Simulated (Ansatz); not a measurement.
# Mn: pressure up to the limit of the methods

The task here is to estimate one member of a computed series from the others.

Program: Ansatz 0.2.0. Level of theory: DFT PBE, with the methods named in each step. These are calculated values, not measurements.

1 further run of the same task is left out (it didn't finish).

**The structure to begin with**

The structure is hexagonal, space group P6_3/mmc (No. 194). The conventional cell has a = 2.506 Å, b = 2.506 Å, c = 4.060 Å, α = 90.00°, β = 90.00°, γ = 120.00°. Mn (site symmetry -6m2) has 12 Mn at 2.49 to 2.51 Å as nearest neighbours.

As a file:

```xyz
2
Lattice="2.5059 0.0000 0.0000 -1.2530 2.1702 0.0000 0.0000 0.0000 4.0596" Properties=species:S:1:pos:R:3 pbc="T T T"
Mn    0.0000    1.4468    1.0149
Mn    1.2530    0.7234    3.0447
```

Whether this phase is the stable one at these pressures isn't tested.

Atoms are numbered in the order of the input: Mn1, Mn2.

The first run:

Contents of input.yaml:

```yaml
crystal:
  lattice:
    - [2.5059439958, 0.0, 0.0]
    - [-1.2529719979, 2.1702111608, 0.0]
    - [0.0, 0.0, 4.0596292732]
  atoms:
    - { symbol: Mn, position: [0.3333333333, 0.6666666667, 0.25] }
    - { symbol: Mn, position: [0.6666666667, 0.3333333333, 0.75] }
kpoints:
  mp_grid: { grid: [17, 17, 9] }
scf:
  occupations: { method: fermi_dirac, width: 0.05 }
hamiltonian:
  xc: pbe
  pseudopotentials: { kind: paw }
output:
  forces: true
  stress: true
relax:
  f_tol: 0.005
  max_steps: 40
  cell: {}
```

On the command line:

```
ansatz run input.yaml --threads 1 --pin off --max-ram 2048MiB --backend cpu --events-out ev --progress --plain --runs-dir out
```

Steps of the session up to this table: Cell relaxed at zero pressure, PAW; Volume scaled by 1, PAW; Shape and atoms relaxed at 0.88 of the volume, PAW; Volume scaled by 0.88, PAW; Shape and atoms relaxed at 0.78 of the volume, PAW; Volume scaled by 0.78, PAW; Shape and atoms relaxed at 0.68 of the volume, PAW; Volume scaled by 0.68, PAW; Shape and atoms relaxed at 0.58 of the volume, PAW; Volume scaled by 0.58, PAW; Shape and atoms relaxed at 0.5 of the volume, PAW; Volume scaled by 0.5, PAW; Volume scaled by 0.5, PAW (source ansatz); Shape and atoms relaxed at 0.43 of the volume, PAW; Volume scaled by 0.43, PAW; Volume scaled by 0.43, PAW (core large).

One of the session's tables, all rows but one given; the rest of the session is left out.

 The rows PAW, 0.43 and PAW (core large), 0.43 agree to the last digit and may rest on the same set-up.

```
             method  volume over the first  volume (Å³/atom)  pressure (GPa)
                PAW                      1            10.706            0.01
                PAW                   0.88             9.421           47.49
                PAW                   0.78             8.351          119.32
                PAW                   0.68                 ?               ?
                PAW                   0.58             6.209          476.57
                PAW                    0.5             5.353          809.10
                PAW                   0.43             4.604         1309.59
   PAW (core large)                   0.43             4.604         1309.59
PAW (source ansatz)                    0.5             5.353          810.52
```

Q: Estimate the row for PAW, 0.68 from the others.

As computed: volume (Å³/atom): 7.280; pressure (GPa): 246.37. In the column «volume (Å³/atom)» it lies between PAW, 0.58 (6.209) and PAW, 0.78 (8.351).

To keep in mind: Spin polarisation is left out here, though a magnetic state may lie well lower. Warnings in the runs' records: datasets by core.
